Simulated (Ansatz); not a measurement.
## A plane-wave run on ZrO₂

The input, for Ansatz 0.2.0 (plane waves, PAW):

```yaml
crystal:
  lattice:
    - [0.0, 2.52936351, 2.52936351]
    - [2.52936351, 0.0, 2.52936351]
    - [2.52936351, 2.52936351, 0.0]
  atoms:
    - { symbol: Zr, position: [0.0, 0.0, 0.0] }
    - { symbol: O, position: [0.25, 0.25, 0.25] }
    - { symbol: O, position: [0.75, 0.75, 0.75] }
  symmetry: { tolerance: 0.0003 }
kpoints:
  mp_grid: { grid: [10, 10, 10], shift: [0, 0, 0] }
  band_path:
    path:
      - [0.0, 0.0, 0.0]
      - [0.5, 0.0, 0.5]
      - [0.625, 0.25, 0.625]
      - [0.375, 0.375, 0.75]
      - [0.0, 0.0, 0.0]
      - [0.5, 0.5, 0.5]
      - [0.5, 0.25, 0.75]
      - [0.5, 0.0, 0.5]
    npoints: 20
magnetization:
  spin_polarized: false
scf:
  occupations: { method: gaussian, width: 0.0792 }
  lower_state_search: "off"
  max_iter: 200
hamiltonian:
  pseudopotentials: { kind: paw }
  xc: r2scan
basis:
  ecutwfc: 500
  fft_grid_basis: typed
output:
  forces: true
  stress: true
  eigenvalues: true
  bader: true
  populations: true
  elf: true
  write_potential: true
  volumetric_format: npy
  dos:
    e_range: [-12, 8]
    de: 0.05
    projected: { site_lists: { O: [O], Zr: [Zr] } }
checkpoint:
  read: saved_state
```

Launched with:

```sh
ansatz run input.yaml --threads 1 --pin off --max-ram 2560MiB --backend cpu --events-out ev --progress --plain --runs-dir out
```

The run starts from an earlier solution of this cell. 

Excerpt of what it printed:

```
Free energy (F): -5338.0506 eV
Harris-Foulkes:  -5338.0506 eV  (|F-HF|=2.81e-8)
Internal energy: -5338.0506 eV  (E = F + TS)
E sigma→0 (E₀):  -5338.0506 eV
Fermi energy:    14.1118 eV
--- Per-component energies (eV) ---
  E_band       = -73.3253
  E_kinetic    = 691.1780
  E_local      = -1125.5936  (includes V_loc(G=0)·N_el)
  E_nonlocal   = 169.3573
  E_hartree    = 372.9643
  E_xc         = -306.1874
  E_vxc        = -427.0672  (∫ρ·V_xc dr)
  E_paw        = -3289.6782  (= ΣΔE_a)
  E_vpaw       = -152.9242  (= ΣTr[D̂ρ^β])
  E_aug_tail   = 0.0021  (compensation charges beyond the density's cutoff)
  E_vtau       = 25.7949  (kinetic-family band-sum trace: ∫τ·v_τ [+ j·A + Jᵃ·Aᵃ] dr)
  E_ewald      = -1849.8644
  E_core_change = -0.2286  (= ΣΔE_core)
  E_smearing   =  0.0000  (= −TS)
--- Stress (GPa, compression-positive) ---
        4.8294       0.0000       0.0000
        0.0000       4.8294       0.0000
        0.0000       0.0000       4.8294
  P = ⅓ Tr σ = 4.8295 GPa (48.295 kbar)
--- Löwdin populations: 3 sites ---
  site symbol       q [e]
     0     Zr     10.4386
     1      O      6.7285
     2      O      6.7285
  spilling = 0.0044 (of n_electrons = 24.0000)
--- Bader charges: 3 sites ---
  site symbol  charge [e]  shift [e]
     0     Zr      2.7211     0.0004
     1      O     -1.3605     0.0002
     2      O     -1.3605     0.0002
```

Total energies depend on the potentials used, so only differences within one code and one set of settings carry meaning.

Origin: a database entry at a rescaled volume.

Run time, from a saved density: 13 s on 1 thread of AMD EPYC 9R14 (Zen 4), with other jobs on the host, peak memory 0.51 GiB.
